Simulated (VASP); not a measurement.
# Al (Fm-3m) in VASP: further runs, part 2 of 2

VASP 6.6.1. The steps go on from the part before.

### 4 Single point, PBE

Input file INCAR:

```
SYSTEM = Al
PREC = Accurate
ENCUT = 300
EDIFF = 1E-7
ISMEAR = -1
SIGMA = 0.15
LREAL = .False.
LASPH = .True.
NELM = 100
ALGO = Normal
ISIF = 2
LWAVE = .False.
LCHARG = .False.
GGA = PE
NBANDS = 8
ADDGRID = .False.
```

Input file KPOINTS:

```
regular mesh
0
Gamma
  5 5 5
  0 0 0
```

Input file POSCAR:

```
Al
1.0
    0.0000000000      2.0248050000      2.0248050000
    2.0248050000      0.0000000000      2.0248050000
    2.0248050000      2.0248050000      0.0000000000
Al
1
Direct
    0.0000000000      0.0000000000      0.0000000000
```

Potentials or basis: VASP PAW PBE potentials, release 64 (Al).

Launch:

```console
$ cat potpaw_PBE.64/Al/POTCAR > POTCAR
$ mpirun -np 1 vasp_std > vasp.out
```

OUTCAR:

```text
SYSTEM = Al
   PREC = Accurate
   ENCUT = 300
   EDIFF = 1E-7
   ISMEAR = -1
   LREAL = .False.
   LASPH = .True.
   NELM = 100
   ISIF = 2
   GGA = PE

 Found     10 irreducible k-points:

 Following reciprocal coordinates:
            Coordinates               Weight
  0.000000  0.000000  0.000000      1.000000
  0.200000  0.000000  0.000000      8.000000
  0.400000  0.000000  0.000000      8.000000
  0.200000  0.200000  0.000000      6.000000
  0.400000  0.200000  0.000000     24.000000
 -0.400000  0.200000  0.000000     24.000000
   k-points           NKPTS =     10   k-points in BZ     NKDIM =     10   number of bands    NBANDS=      8
   number of dos      NEDOS =    301   number of ions     NIONS =      1
   total plane-waves  NPLWV =   4096
   dimension x,y,z NGX =    16 NGY =   16 NGZ =   16
   dimension x,y,z NGXF=    32 NGYF=   32 NGZF=   32
   ions per type =               1
   NGX,Y,Z   is equivalent  to a cutoff of   9.29,  9.29,  9.29 a.u.
   NGXF,Y,Z  is equivalent  to a cutoff of  18.58, 18.58, 18.58 a.u.
 SYSTEM =  Al
   PREC   = accura    normal or accurate (medium, high low for compatibility)
   ISTART =      0    job   : 0-new  1-cont  2-samecut
   ICHARG =      2    charge: 1-file 2-atom 10-const
   ISPIN  =      1    spin polarized calculation?
   LNONCOLLINEAR =      F non collinear calculations
   LSORBIT =      F    spin-orbit coupling
   LASPH  =      T    aspherical Exc in radial PAW
   ENCUT  =  300.0 eV  22.05 Ry    4.70 a.u.   4.04  4.04  4.04*2*pi/ulx,y,z
[... 59 lines left out ...]
      2      20.5620      0.00000
      3      20.5620      0.00000
      4      20.5620      0.00000
      5      21.9702      0.00000
      6      21.9702      0.00000
      7      21.9703      0.00000
      8      24.3607      0.00000
[... 45 lines left out ...]
 k-point     6 :      -0.4000    0.2000    0.0000
  band No.  band energies     occupation
      1       3.5434      2.00000
      2       5.2633      2.00000
      3      12.1928      0.00000
      4      16.2986      0.00000
      5      18.1562      0.00000
      6      24.1092      0.00000
      7      26.6185      0.00000
      8      29.5817      0.00000

 [... further k-points ...]

------------------------ aborting loop because EDIFF is reached ----------------------------------------

  FORCE on cell =-STRESS in cart. coord.  units (eV):
  Direction    XX          YY          ZZ          XY          YZ          ZX
  --------------------------------------------------------------------------------------
  -------------------------------------------------------------------------------------
  Total        0.0847708      0.0847708      0.0847708     -0.0000000      0.0000000     -0.0000000
  in kB        8.1804480      8.1804480      8.1804480     -0.0000000      0.0000000     -0.0000000
  external PRESSURE =       8.1804480 kB  Pullay stress =       0.0000000 kB

 VOLUME and BASIS-vectors are now :
 -----------------------------------------------------------------------------
  energy-cutoff  :      300.00
  volume of cell :       16.60
      direct lattice vectors                 reciprocal lattice vectors
     0.000000000  2.024805000  2.024805000    -0.246937359  0.246937359  0.246937359
     2.024805000  0.000000000  2.024805000     0.246937359 -0.246937359  0.246937359
     2.024805000  2.024805000  0.000000000     0.246937359  0.246937359 -0.246937359

 POSITION                                       TOTAL-FORCE (eV/Angst)
 -----------------------------------------------------------------------------------
      0.00000      0.00000      0.00000        -0.000000      0.000000      0.000000
 -----------------------------------------------------------------------------------
    total drift:                                0.000000     -0.000000     -0.000000

  FREE ENERGIE OF THE ION-ELECTRON SYSTEM (eV)
  ---------------------------------------------------
  free  energy   TOTEN  =        -3.7172241454 eV

  energy  without entropy=       -3.6660736380  energy(sigma->0) =       -3.69164889
```

OSZICAR:

```text
N       E                     dE             d eps       ncg     rms          rms(c)
DAV:   1    -0.291720089313E+01   -0.29172E+01   -0.50285E+02   176   0.107E+02
DAV:   2    -0.373601008505E+01   -0.81881E+00   -0.77164E+00   232   0.144E+01
DAV:   3    -0.373854505091E+01   -0.25350E-02   -0.25331E-02   200   0.842E-01
DAV:   4    -0.373855149130E+01   -0.64404E-05   -0.64397E-05   240   0.345E-02
DAV:   5    -0.373855149461E+01   -0.33139E-08   -0.41401E-08   192   0.567E-04    0.132E+00
DAV:   6    -0.372624783660E+01    0.12304E-01   -0.14804E-03   224   0.167E-01    0.764E-01
DAV:   7    -0.371723142584E+01    0.90164E-02   -0.44959E-03   184   0.276E-01    0.151E-01
DAV:   8    -0.371722593596E+01    0.54899E-05   -0.11817E-05   224   0.226E-02    0.114E-02
DAV:   9    -0.371722448028E+01    0.14557E-05   -0.71114E-07   208   0.348E-03    0.735E-04
DAV:  10    -0.371722417357E+01    0.30671E-06   -0.30021E-09   208   0.344E-04    0.300E-04
DAV:  11    -0.371722414542E+01    0.28155E-07   -0.70404E-11   112   0.467E-05
   1 F= -.37172241E+01 E0= -.36916489E+01  d E =-.511505E-01
```

It took 1.2 s on 1 thread of Intel Xeon 6975P-C (Granite Rapids), shared host; peak memory 0.1 GiB.

These settings aren't checked as converged: the numbers below hold their error.

What came out:

* Free energy: -3.7172 eV
* Pressure: 0.8 GPa
* Band gap on the k mesh: none (metal or under the smearing width)

Caveat: the k mesh is coarse (spacing up to 0.54 Å⁻¹), so the values aren't converged.

### 5 Single point, PBE

INCAR is that of step 4.

KPOINTS is that of step 4.

Input file POSCAR:

```
Al
1.0
   -0.0142710000      2.0302060000      1.9470980000
    2.0319350000     -0.0386130000      1.9714400000
    2.0296090000      2.0522230000     -0.0362870000
Al
1
Direct
    0.0259050000     -0.0062880000     -0.0081470000
```

Launch:

```console
$ cat potpaw_PBE.64/Al/POTCAR > POTCAR
$ mpirun -np 1 vasp_std > vasp.out
```

It took 2 s on 1 thread of Intel Xeon 6975P-C (Granite Rapids), shared host; peak memory 0.1 GiB.

These settings aren't checked as converged: the numbers below hold their error.

Results:

```
Free energy            : -3.7169 eV
Pressure               : 0.5 GPa
Band gap on the k mesh : none (metal or under the smearing width)
```

Caveat: the k mesh is coarse (spacing up to 0.54 Å⁻¹), so the values aren't converged.
